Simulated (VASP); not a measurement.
# CuI (F-43m) in VASP: a series of runs, part 2 of 2

VASP 6.6.1. Earlier steps stand in the parts before.

### Step 3. Band structure, r2SCAN, collinear spin, ferromagnetic start

INCAR

```
SYSTEM = CuI
ALGO     = Normal         ! electronic algorithm
AMIX     = 0.2          
AMIX_MAG = 0.8          
BMIX     = 1E-4         
BMIX_MAG = 1E-4         
EDIFF    = 1E-6           ! SCF threshold, eV
ENCUT    = 520            ! plane-wave cutoff, eV
ISIF     = 2              ! what is computed and relaxed
ISMEAR   = 0              ! smearing method
ISPIN    = 2              ! spin polarisation
LASPH    = .True.         ! aspherical terms in the spheres
LCHARG   = .False.        ! write CHGCAR
LMAXMIX  = 4              ! l up to which the mixer works
LMIXTAU  = .True.       
LORBIT   = 11             ! projections on sites
LREAL    = .False.        ! projectors in reciprocal space
LWAVE    = .False.        ! write WAVECAR
MAGMOM   = 1 0            ! initial moments
METAGGA  = R2SCAN         ! meta-GGA
NBANDS   = 20             ! bands
NELM     = 150            ! most SCF steps
PREC     = Accurate       ! precision mode
SIGMA    = 0.03           ! smearing width, eV
```

KPOINTS

```
k-points
0
Gamma
  8 8 8
  0 0 0
```

POSCAR

```
CuI                                     
1.0
   -0.0000000000      3.0409226523      3.0409226523
    3.0409226523     -0.0000000000      3.0409226523
    3.0409226523      3.0409226523     -0.0000000000
  Cu              I             
     1     1
Direct
     0.2500000000000000    0.2500000000000000    0.2500000000000000
     0.0000000000000000    1.0000000000000000    1.0000000000000000
```

KPOINTS_OPT is that of step 2.

Potentials or basis: VASP PAW PBE potentials, release 64 (Cu, I).

Started as:

```sh
cat potpaw_PBE.64/Cu/POTCAR potpaw_PBE.64/I/POTCAR > POTCAR
mpirun -np 1 vasp_std > vasp.out
```

Wall time 4.6 min (1 thread of Intel Xeon 6975P-C (Granite Rapids), shared host); peak memory 0.27 GiB.

Results (log left out):

```yaml
Free_energy: -35.7894 eV
Pressure: -1.2 GPa
Band_gap_on_the_k_mesh: 1.59 eV, direct
Band_gap_along_the_path: 1.59 eV, direct
Net_moment: 0.00 μB per cell
Valence_electrons_inside_the_program's_atomic_spheres: Cu 9.94; I 4.35
```

Levels at the corners of the path, in eV from the valence-band top:
Spin up:
```csv
point,band 7,band 8,band 9,band 10,band 11,band 12
Γ,0.00,0.00,0.00,1.59,5.26,5.26
X,-1.71,-1.46,-1.46,2.96,3.19,9.72
X,-1.71,-1.46,-1.46,2.96,3.19,9.72
W,-1.71,-1.56,-1.22,4.86,4.87,6.48
W,-1.71,-1.56,-1.22,4.86,4.87,6.48
K,-1.66,-1.46,-1.22,3.38,4.92,7.92
K,-1.66,-1.46,-1.22,3.38,4.92,7.92
Γ,0.00,0.00,0.00,1.59,5.26,5.26
Γ,0.00,0.00,0.00,1.59,5.26,5.26
L,-1.73,-0.70,-0.70,2.54,5.75,5.75
L,-1.73,-0.70,-0.70,2.54,5.75,5.75
U,-1.66,-1.46,-1.22,3.38,4.92,7.92
U,-1.66,-1.46,-1.22,3.38,4.92,7.92
W,-1.71,-1.56,-1.22,4.86,4.87,6.48
W,-1.71,-1.56,-1.22,4.86,4.87,6.48
L,-1.73,-0.70,-0.70,2.54,5.75,5.75
L,-1.73,-0.70,-0.70,2.54,5.75,5.75
K,-1.66,-1.46,-1.22,3.38,4.92,7.92
U,-1.66,-1.46,-1.22,3.38,4.92,7.92
X,-1.71,-1.46,-1.46,2.96,3.19,9.72
```
Spin down:
| point | band 7 | band 8 | band 9 | band 10 | band 11 | band 12 |
| --- | --- | --- | --- | --- | --- | --- |
| Γ | 0.00 | 0.00 | 0.00 | 1.59 | 5.26 | 5.26 |
| X | -1.71 | -1.46 | -1.46 | 2.96 | 3.19 | 9.72 |
| X | -1.71 | -1.46 | -1.46 | 2.96 | 3.19 | 9.72 |
| W | -1.71 | -1.56 | -1.22 | 4.86 | 4.87 | 6.48 |
| W | -1.71 | -1.56 | -1.22 | 4.86 | 4.87 | 6.48 |
| K | -1.66 | -1.46 | -1.22 | 3.38 | 4.92 | 7.92 |
| K | -1.66 | -1.46 | -1.22 | 3.38 | 4.92 | 7.92 |
| Γ | 0.00 | 0.00 | 0.00 | 1.59 | 5.26 | 5.26 |
| Γ | 0.00 | 0.00 | 0.00 | 1.59 | 5.26 | 5.26 |
| L | -1.73 | -0.70 | -0.70 | 2.54 | 5.75 | 5.75 |
| L | -1.73 | -0.70 | -0.70 | 2.54 | 5.75 | 5.75 |
| U | -1.66 | -1.46 | -1.22 | 3.38 | 4.92 | 7.92 |
| U | -1.66 | -1.46 | -1.22 | 3.38 | 4.92 | 7.92 |
| W | -1.71 | -1.56 | -1.22 | 4.86 | 4.87 | 6.48 |
| W | -1.71 | -1.56 | -1.22 | 4.86 | 4.87 | 6.48 |
| L | -1.73 | -0.70 | -0.70 | 2.54 | 5.75 | 5.75 |
| L | -1.73 | -0.70 | -0.70 | 2.54 | 5.75 | 5.75 |
| K | -1.66 | -1.46 | -1.22 | 3.38 | 4.92 | 7.92 |
| U | -1.66 | -1.46 | -1.22 | 3.38 | 4.92 | 7.92 |
| X | -1.71 | -1.46 | -1.46 | 2.96 | 3.19 | 9.72 |

Caveat: the PAW data sets were made with another functional, which shifts forces and pressure a little; spin-orbit coupling is left out, which moves the levels of the heavy elements.

### Step 4. Band structure, TB-mBJ, collinear spin, ferromagnetic start

POSCAR is that of step 3.

INCAR.step1

```
SYSTEM = CuI
ALGO     = Normal         ! electronic algorithm
AMIX     = 0.2          
AMIX_MAG = 0.8          
BMIX     = 1E-4         
BMIX_MAG = 1E-4         
EDIFF    = 1E-5           ! SCF threshold, eV
ENCUT    = 520            ! plane-wave cutoff, eV
GGA      = PE             ! functional
ISIF     = 2              ! what is computed and relaxed
ISMEAR   = 0              ! smearing method
ISPIN    = 2              ! spin polarisation
LASPH    = .True.         ! aspherical terms in the spheres
LCHARG   = .False.        ! write CHGCAR
LMAXMIX  = 4              ! l up to which the mixer works
LORBIT   = 11             ! projections on sites
LREAL    = .False.        ! projectors in reciprocal space
LWAVE    = .True.         ! write WAVECAR
MAGMOM   = 1 0            ! initial moments
NBANDS   = 20             ! bands
NELM     = 150            ! most SCF steps
PREC     = Accurate       ! precision mode
SIGMA    = 0.03           ! smearing width, eV
```

INCAR.step2

```
SYSTEM = CuI
ALGO     = Normal         ! electronic algorithm
AMIX     = 0.2          
AMIX_MAG = 0.8          
BMIX     = 1E-4         
BMIX_MAG = 1E-4         
EDIFF    = 1E-6           ! SCF threshold, eV
ENCUT    = 520            ! plane-wave cutoff, eV
ISIF     = 2              ! what is computed and relaxed
ISMEAR   = 0              ! smearing method
ISPIN    = 2              ! spin polarisation
ISTART   = 1            
LASPH    = .True.         ! aspherical terms in the spheres
LCHARG   = .False.        ! write CHGCAR
LMAXMIX  = 4              ! l up to which the mixer works
LORBIT   = 11             ! projections on sites
LREAL    = .False.        ! projectors in reciprocal space
LWAVE    = .False.        ! write WAVECAR
MAGMOM   = 1 0            ! initial moments
METAGGA  = MBJ            ! meta-GGA
NBANDS   = 20             ! bands
NELM     = 150            ! most SCF steps
PREC     = Accurate       ! precision mode
SIGMA    = 0.03           ! smearing width, eV
```

KPOINTS is that of step 3.

KPOINTS_OPT is that of step 3.

Started as:

```sh
cat potpaw_PBE.64/Cu/POTCAR potpaw_PBE.64/I/POTCAR > POTCAR
cp INCAR.step1 INCAR
mpirun -np 1 vasp_std > vasp.out
cp INCAR.step2 INCAR
mpirun -np 1 vasp_std > vasp.out
```

Wall time 2.7 min (1 thread of Intel Xeon 6975P-C (Granite Rapids), shared host); peak memory 0.28 GiB.

Results (log left out):

```yaml
Band_gap_on_the_k_mesh: 2.17 eV, direct
Band_gap_along_the_path: 2.17 eV, direct
Net_moment: 0.00 μB per cell
Valence_electrons_inside_the_program's_atomic_spheres: Cu 9.88; I 4.60
```

Levels at the corners of the path, in eV from the valence-band top:
Spin up:
```
point  band 6  band 7  band 8  band 9  band 10  band 11  band 12  band 13
    Γ   -1.44    0.00    0.00    0.00     2.17     5.31     5.31     5.32
    X   -1.35   -1.35   -1.18   -1.18     3.24     3.46     9.78    10.35
    X   -1.35   -1.35   -1.18   -1.18     3.24     3.46     9.78    10.35
    W   -1.51   -1.35   -1.24   -0.93     4.94     5.00     6.57     6.68
    W   -1.51   -1.35   -1.24   -0.93     4.94     5.00     6.57     6.68
    K   -1.42   -1.33   -1.14   -0.97     3.65     5.03     7.86     8.09
    K   -1.42   -1.33   -1.14   -0.97     3.65     5.03     7.86     8.09
    Γ   -1.44    0.00    0.00    0.00     2.17     5.31     5.31     5.32
    Γ   -1.44    0.00    0.00    0.00     2.17     5.31     5.31     5.32
    L   -1.42   -1.40   -0.56   -0.56     2.94     5.71     5.71     8.09
    L   -1.42   -1.40   -0.56   -0.56     2.94     5.71     5.71     8.09
    U   -1.42   -1.33   -1.14   -0.97     3.65     5.03     7.86     8.09
    U   -1.42   -1.33   -1.14   -0.97     3.65     5.03     7.86     8.09
    W   -1.51   -1.35   -1.24   -0.93     4.94     5.00     6.57     6.68
    W   -1.51   -1.35   -1.24   -0.93     4.94     5.00     6.57     6.68
    L   -1.42   -1.40   -0.56   -0.56     2.94     5.71     5.71     8.09
    L   -1.42   -1.40   -0.56   -0.56     2.94     5.71     5.71     8.09
    K   -1.42   -1.33   -1.14   -0.97     3.65     5.03     7.86     8.09
    U   -1.42   -1.33   -1.14   -0.97     3.65     5.03     7.86     8.09
    X   -1.35   -1.35   -1.18   -1.18     3.24     3.46     9.78    10.35
```
Spin down:
```
point  band 7  band 8  band 9  band 10  band 11  band 12
    Γ    0.00    0.00    0.00     2.17     5.31     5.31
    X   -1.35   -1.18   -1.18     3.24     3.46     9.78
    X   -1.35   -1.18   -1.18     3.24     3.46     9.78
    W   -1.35   -1.24   -0.93     4.94     5.00     6.57
    W   -1.35   -1.24   -0.93     4.94     5.00     6.57
    K   -1.33   -1.14   -0.97     3.65     5.03     7.86
    K   -1.33   -1.14   -0.97     3.65     5.03     7.86
    Γ    0.00    0.00    0.00     2.17     5.31     5.31
    Γ    0.00    0.00    0.00     2.17     5.31     5.31
    L   -1.40   -0.56   -0.56     2.94     5.71     5.71
    L   -1.40   -0.56   -0.56     2.94     5.71     5.71
    U   -1.33   -1.14   -0.97     3.65     5.03     7.86
    U   -1.33   -1.14   -0.97     3.65     5.03     7.86
    W   -1.35   -1.24   -0.93     4.94     5.00     6.57
    W   -1.35   -1.24   -0.93     4.94     5.00     6.57
    L   -1.40   -0.56   -0.56     2.94     5.71     5.71
    L   -1.40   -0.56   -0.56     2.94     5.71     5.71
    K   -1.33   -1.14   -0.97     3.65     5.03     7.86
    U   -1.33   -1.14   -0.97     3.65     5.03     7.86
    X   -1.35   -1.18   -1.18     3.24     3.46     9.78
```

Caveat: the PAW data sets were made with another functional, which shifts forces and pressure a little; spin-orbit coupling is left out, which moves the levels of the heavy elements.

### Step 5. Band structure, LDA, collinear spin, ferromagnetic start

Changes to INCAR since step 3:

```diff
@@ -8,2 +8,3 @@
 ENCUT    = 520            ! plane-wave cutoff, eV
+GGA      = CA             ! functional
 ISIF     = 2              ! what is computed and relaxed
@@ -14,3 +15,2 @@
 LMAXMIX  = 4              ! l up to which the mixer works
-LMIXTAU  = .True.       
 LORBIT   = 11             ! projections on sites
@@ -19,3 +19,2 @@
 MAGMOM   = 1 0            ! initial moments
-METAGGA  = R2SCAN         ! meta-GGA
 NBANDS   = 20             ! bands
```

KPOINTS is that of step 4.

POSCAR is that of step 4.

KPOINTS_OPT is that of step 4.

Potentials or basis: VASP PAW LDA potentials, release 64 (Cu, I).

Started as:

```sh
cat potpaw_LDA.64/Cu/POTCAR potpaw_LDA.64/I/POTCAR > POTCAR
mpirun -np 1 vasp_std > vasp.out
```

Wall time 91 s (1 thread of Intel Xeon 6975P-C (Granite Rapids), shared host); peak memory 0.23 GiB.

The run converged. Its results:

```yaml
Free_energy: -6.9040 eV
Pressure: -4.6 GPa
Band_gap_on_the_k_mesh: 0.97 eV, direct
Band_gap_along_the_path: 0.97 eV, direct
Net_moment: 0.00 μB per cell
Valence_electrons_inside_the_program's_atomic_spheres: Cu 9.93; I 4.29
```

Levels at the corners of the path, in eV from the valence-band top:
Spin up:
```
point  band 6  band 7  band 8  band 9  band 10  band 11  band 12  band 13
    Γ   -1.88    0.00    0.00    0.00     0.97     4.88     4.88     4.88
    X   -1.82   -1.80   -1.51   -1.51     2.64     2.86     8.97     9.65
    X   -1.82   -1.80   -1.51   -1.51     2.64     2.86     8.97     9.65
    W   -1.92   -1.80   -1.64   -1.28     4.45     4.59     5.94     6.29
    W   -1.92   -1.80   -1.64   -1.28     4.45     4.59     5.94     6.29
    K   -1.86   -1.74   -1.54   -1.26     3.04     4.56     7.41     7.81
    K   -1.86   -1.74   -1.54   -1.26     3.04     4.56     7.41     7.81
    Γ   -1.88    0.00    0.00    0.00     0.97     4.88     4.88     4.88
    Γ   -1.88    0.00    0.00    0.00     0.97     4.88     4.88     4.88
    L   -1.85   -1.81   -0.71   -0.71     2.06     5.41     5.41     7.23
    L   -1.85   -1.81   -0.71   -0.71     2.06     5.41     5.41     7.23
    U   -1.86   -1.74   -1.54   -1.26     3.04     4.56     7.41     7.81
    U   -1.86   -1.74   -1.54   -1.26     3.04     4.56     7.41     7.81
    W   -1.92   -1.80   -1.64   -1.28     4.45     4.59     5.94     6.29
    W   -1.92   -1.80   -1.64   -1.28     4.45     4.59     5.94     6.29
    L   -1.85   -1.81   -0.71   -0.71     2.06     5.41     5.41     7.23
    L   -1.85   -1.81   -0.71   -0.71     2.06     5.41     5.41     7.23
    K   -1.86   -1.74   -1.54   -1.26     3.04     4.56     7.41     7.81
    U   -1.86   -1.74   -1.54   -1.26     3.04     4.56     7.41     7.81
    X   -1.82   -1.80   -1.51   -1.51     2.64     2.86     8.97     9.65
```
Spin down:
```
point  band 7  band 8  band 9  band 10  band 11  band 12
    Γ    0.00    0.00    0.00     0.97     4.88     4.88
    X   -1.80   -1.51   -1.51     2.64     2.86     8.97
    X   -1.80   -1.51   -1.51     2.64     2.86     8.97
    W   -1.80   -1.64   -1.28     4.45     4.59     5.94
    W   -1.80   -1.64   -1.28     4.45     4.59     5.94
    K   -1.74   -1.54   -1.26     3.04     4.56     7.41
    K   -1.74   -1.54   -1.26     3.04     4.56     7.41
    Γ    0.00    0.00    0.00     0.97     4.88     4.88
    Γ    0.00    0.00    0.00     0.97     4.88     4.88
    L   -1.81   -0.71   -0.71     2.06     5.41     5.41
    L   -1.81   -0.71   -0.71     2.06     5.41     5.41
    U   -1.74   -1.54   -1.26     3.04     4.56     7.41
    U   -1.74   -1.54   -1.26     3.04     4.56     7.41
    W   -1.80   -1.64   -1.28     4.45     4.59     5.94
    W   -1.80   -1.64   -1.28     4.45     4.59     5.94
    L   -1.81   -0.71   -0.71     2.06     5.41     5.41
    L   -1.81   -0.71   -0.71     2.06     5.41     5.41
    K   -1.74   -1.54   -1.26     3.04     4.56     7.41
    U   -1.74   -1.54   -1.26     3.04     4.56     7.41
    X   -1.80   -1.51   -1.51     2.64     2.86     8.97
```

Caveat: spin-orbit coupling is left out, which moves the levels of the heavy elements. Expect the measured gap to be larger: semilocal functionals such as LDA lack the derivative discontinuity.

### Step 6. The runs side by side

| level | potentials or basis | gap on the mesh (eV) | pressure (GPa) | moment (μB) |
| --- | --- | --- | --- | --- |
| PBE | VASP PAW PBE potentials, release 64 (Cu, I) | 1.12 | -0.1 | 0.00 |
| r2SCAN | VASP PAW PBE potentials, release 64 (Cu, I) | 1.59 | -1.2 | 0.00 |
| TB-mBJ | VASP PAW PBE potentials, release 64 (Cu, I) | 2.17 | - | 0.00 |
| LDA | VASP PAW LDA potentials, release 64 (Cu, I) | 0.97 | -4.6 | 0.00 |

Alike in all rows: task band structure; spin collinear, ferromagnetic start; cell as given; k mesh 8 × 8 × 8; cutoff (eV) 520; smearing gaussian 0.03 eV.

Caveats: spin-orbit coupling is left out, which moves the levels of the heavy elements; the PAW data sets were made with another functional, which shifts forces and pressure a little (some runs).

Absolute energies hang on the potentials; compare differences alone.
